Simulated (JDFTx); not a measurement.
# CuO (Pm-3m) in JDFTx: reference runs, part 2 of 2

JDFTx 1.7.0 (patched build).

## Step 5: Equation of state, PBE, 7.98 Å³/atom (volume scaled by 0.96)

File CuO.in:

```
lattice \
    4.7584295053     0.0000000000     0.0000000000 \
    0.0000000000     4.7584295053     0.0000000000 \
    0.0000000000     0.0000000000     4.7584295053
coords-type Lattice
ion Cu     0.0000000000     0.0000000000     0.0000000000 1
ion O      0.5000000000     0.5000000000     0.5000000000 1

ion-species pseudo/Cu.upf
ion-species pseudo/O.upf
elec-cutoff 46 368
elec-ex-corr gga-PBE
kpoint-folding 10 10 10
elec-smearing Fermi 0.0018374661
elec-n-bands 19
electronic-SCF nIterations 100 energyDiffThreshold 1e-09
electronic-minimize nIterations 30 energyDiffThreshold 1e-7
forces-output-coords Cartesian

dump-name run.$VAR
dump End Ecomponents EigStats BandEigs Kpoints Forces Stress
```

On the command line:

```bash
> jdftx -c 1 -i CuO.in -o CuO.out
```

Wall time 45 s (1 thread of Arm Neoverse V2, shared host); peak memory 0.11 GiB.

The run converged. Its results:

```yaml
Free_energy: -5481.5980 eV
Pressure: 32.3 GPa
Band_gap_on_the_k_mesh: none (metal or under the smearing width)
Loewdin_charges: Cu +1.01; O -0.88 e
```

Caveat: an odd number of electrons without spin polarisation forces a metal; a magnetic or distorted state may lie lower; the run has no spin polarisation, though such a crystal can be magnetic; semilocal functionals often make such compounds metallic where correlation or magnetic order opens a gap, which also shifts bond lengths.

## Step 6: Equation of state, PBE, 8.15 Å³/atom (volume scaled by 0.98)

Edit CuO.in of step 5 so:

```diff
@@ -1,5 +1,5 @@
 lattice \
-    4.7584295053     0.0000000000     0.0000000000 \
-    0.0000000000     4.7584295053     0.0000000000 \
-    0.0000000000     0.0000000000     4.7584295053
+    4.7912472976     0.0000000000     0.0000000000 \
+    0.0000000000     4.7912472976     0.0000000000 \
+    0.0000000000     0.0000000000     4.7912472976
 coords-type Lattice
```

Potentials or basis: PseudoDojo-SR-PBE-0.5-standard with smoothed tails.

On the command line:

```bash
> jdftx -c 1 -i CuO.in -o CuO.out
```

It took 44 s on 1 thread of Arm Neoverse V2, shared host; peak memory 0.11 GiB.

Results (log left out):

| Property | Result |
| --- | --- |
| Free energy | -5481.6586 eV |
| Pressure | 26.1 GPa |
| Band gap on the k mesh | none (metal or under the smearing width) |
| Loewdin charges | Cu +1.00; O -0.88 e |

Caveat: an odd number of electrons without spin polarisation forces a metal; a magnetic or distorted state may lie lower; the run has no spin polarisation, though such a crystal can be magnetic; semilocal functionals often make such compounds metallic where correlation or magnetic order opens a gap, which also shifts bond lengths.

## Step 7: Equation of state, PBE, 8.32 Å³/atom

Edit CuO.in of step 6 so:

```diff
@@ -1,5 +1,5 @@
 lattice \
-    4.7912472976     0.0000000000     0.0000000000 \
-    0.0000000000     4.7912472976     0.0000000000 \
-    0.0000000000     0.0000000000     4.7912472976
+    4.8236215721     0.0000000000     0.0000000000 \
+    0.0000000000     4.8236215721     0.0000000000 \
+    0.0000000000     0.0000000000     4.8236215721
 coords-type Lattice
```

On the command line:

```bash
> jdftx -c 1 -i CuO.in -o CuO.out
```

Wall time 43 s (1 thread of Arm Neoverse V2, shared host); peak memory 0.11 GiB.

It converged, with:

```
Free energy            : -5481.7070 eV
Pressure               : 20.5 GPa
Band gap on the k mesh : none (metal or under the smearing width)
Loewdin charges        : Cu +1.00; O -0.87 e
```

Caveat: an odd number of electrons without spin polarisation forces a metal; a magnetic or distorted state may lie lower; the run has no spin polarisation, though such a crystal can be magnetic; semilocal functionals often make such compounds metallic where correlation or magnetic order opens a gap, which also shifts bond lengths.

## Step 8: Equation of state, PBE, 8.48 Å³/atom (volume scaled by 1.02)

Edit CuO.in of step 7 so:

```diff
@@ -1,5 +1,5 @@
 lattice \
-    4.8236215721     0.0000000000     0.0000000000 \
-    0.0000000000     4.8236215721     0.0000000000 \
-    0.0000000000     0.0000000000     4.8236215721
+    4.8555670168     0.0000000000     0.0000000000 \
+    0.0000000000     4.8555670168     0.0000000000 \
+    0.0000000000     0.0000000000     4.8555670168
 coords-type Lattice
```

On the command line:

```bash
> jdftx -c 1 -i CuO.in -o CuO.out
```

It took 43 s on 1 thread of Arm Neoverse V2, shared host; peak memory 0.11 GiB.

It converged, with:

```
Free energy            : -5481.7443 eV
Pressure               : 15.4 GPa
Band gap on the k mesh : none (metal or under the smearing width)
Loewdin charges        : Cu +0.99; O -0.87 e
```

Caveat: an odd number of electrons without spin polarisation forces a metal; a magnetic or distorted state may lie lower; the run has no spin polarisation, though such a crystal can be magnetic; semilocal functionals often make such compounds metallic where correlation or magnetic order opens a gap, which also shifts bond lengths.

## Step 9: Equation of state, PBE, 8.65 Å³/atom (volume scaled by 1.04)

Edit CuO.in of step 8 so:

```diff
@@ -1,5 +1,5 @@
 lattice \
-    4.8555670168     0.0000000000     0.0000000000 \
-    0.0000000000     4.8555670168     0.0000000000 \
-    0.0000000000     0.0000000000     4.8555670168
+    4.8870975562     0.0000000000     0.0000000000 \
+    0.0000000000     4.8870975562     0.0000000000 \
+    0.0000000000     0.0000000000     4.8870975562
 coords-type Lattice
```

Potentials or basis: PseudoDojo-SR-PBE-0.5-standard with smoothed tails.

On the command line:

```bash
> jdftx -c 1 -i CuO.in -o CuO.out
```

It took 59 s on 1 thread of Arm Neoverse V2, shared host; peak memory 0.11 GiB.

It converged, with:

```yaml
Free_energy: -5481.7717 eV
Pressure: 10.9 GPa
Band_gap_on_the_k_mesh: none (metal or under the smearing width)
Loewdin_charges: Cu +0.99; O -0.86 e
```

Caveat: an odd number of electrons without spin polarisation forces a metal; a magnetic or distorted state may lie lower; the run has no spin polarisation, though such a crystal can be magnetic; semilocal functionals often make such compounds metallic where correlation or magnetic order opens a gap, which also shifts bond lengths.

## Step 10: Equation of state, PBE, 8.81 Å³/atom (volume scaled by 1.06)

Edit CuO.in of step 9 so:

```diff
@@ -1,5 +1,5 @@
 lattice \
-    4.8870975562     0.0000000000     0.0000000000 \
-    0.0000000000     4.8870975562     0.0000000000 \
-    0.0000000000     0.0000000000     4.8870975562
+    4.9182264054     0.0000000000     0.0000000000 \
+    0.0000000000     4.9182264054     0.0000000000 \
+    0.0000000000     0.0000000000     4.9182264054
 coords-type Lattice
```

On the command line:

```bash
> jdftx -c 1 -i CuO.in -o CuO.out
```

Run time: 44 s. Hardware: 1 thread of Arm Neoverse V2, shared host; peak memory 0.12 GiB.

The run converged. Its results:

| Quantity | Value |
| --- | --- |
| Free energy | -5481.7901 eV |
| Pressure | 6.8 GPa |
| Band gap on the k mesh | none (metal or under the smearing width) |
| Loewdin charges | Cu +0.98; O -0.86 e |

Caveat: an odd number of electrons without spin polarisation forces a metal; a magnetic or distorted state may lie lower; the run has no spin polarisation, though such a crystal can be magnetic; semilocal functionals often make such compounds metallic where correlation or magnetic order opens a gap, which also shifts bond lengths.

## Step 11: Equation of state, PBE

Potentials or basis: PseudoDojo-SR-PBE-0.5-standard with smoothed tails.

This step only gathers the single runs of the series.

Results:

* Equilibrium volume: 9.14 Å³/atom (rough: see the caveat)
* Bulk modulus: 174 GPa (rough)

Energy against volume, from the lowest point:
```csv
volume (Å³/atom),energy (meV/atom)
7.817,133.16
7.983,96.02
8.149,65.71
8.316,41.54
8.482,22.90
8.648,9.21
8.815,0.00
```

Caveat: the minimum lies outside the volumes run; the run has no spin polarisation, though such a crystal can be magnetic.

## Step 12: Summary

```csv
task,cell,further solve for the empty bands,gap on the mesh (eV),pressure (GPa)
single point,as given,yes,none,20.5
single point,"atoms moved at random, drawn with an rms of 0.05 Å",yes,none,21.0
equation of state,as given,-,-,-
```

Alike in all rows: level PBE; potentials or basis PseudoDojo-SR-PBE-0.5-standard with smoothed tails; no spin polarisation; k mesh 10 × 10 × 10; cutoff (eV) 1252; smearing fermi-dirac 0.05 eV.

Caveats: the run has no spin polarisation, though such a crystal can be magnetic; an odd number of electrons without spin polarisation forces a metal (some runs); a magnetic or distorted state may lie lower (some runs); semilocal functionals often make such compounds metallic where correlation or magnetic order opens a gap, which also shifts bond lengths (some runs); so large a pressure means that the cell lies far from this level's equilibrium, or that cutoff or potentials fall short (some runs); the minimum lies outside the volumes run (some runs).

Absolute energies hang on the potentials; compare differences alone.
